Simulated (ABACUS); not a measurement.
Nb:

```
Nb
1.0
     2.88205    0.00000    0.00000
    -0.96068    2.71722    0.00000
    -0.96068   -1.35861    2.35318
Nb
1
Direct
  0.00000 0.00000 0.00000
```

* Program: ABACUS 3.10.1
* Task: relaxation of cell and atoms
* Functional: PBEsol
* Potentials or basis: PseudoDojo NC SR 0.4.1 PBE standard
* Cutoff: 1116 eV
* Density cutoff: 4463 eV
* Basis: plane waves
* k mesh: 9 × 9 × 9
* Occupations: fermi-dirac, width 0.05 eV
* Spin: no spin polarisation

At the start: pressure -8.6 GPa; volume 18.43 Å³/atom.

**Question.** Where does the relaxation end?

**Answer.** Over 3 steps the energy falls by 25.7 meV/atom and the volume is 17.49 Å³/atom (-5.1 %); space group Im-3m (No. 229, to 0.05 Å).

Step by step:
| step | energy change (eV) | largest force (eV/Å) | pressure (GPa) | volume (Å³) |
| --- | --- | --- | --- | --- |
| 1 | 0.0000 | 0.0000 | -8.58 | 18.43 |
| 2 | -0.0248 | 0.0000 | -1.71 | 17.66 |
| 3 | -0.0257 | 0.0000 | 0.09 | 17.49 |

Final structure:
```
Nb
1.0
     2.83225    0.00000    0.00000
    -0.94408    2.67027    0.00000
    -0.94408   -1.33514    2.31252
Nb
1
Direct
  0.00000 0.00000 0.00000
```

Caveat: the potentials were made for another functional, which shifts forces and pressure.
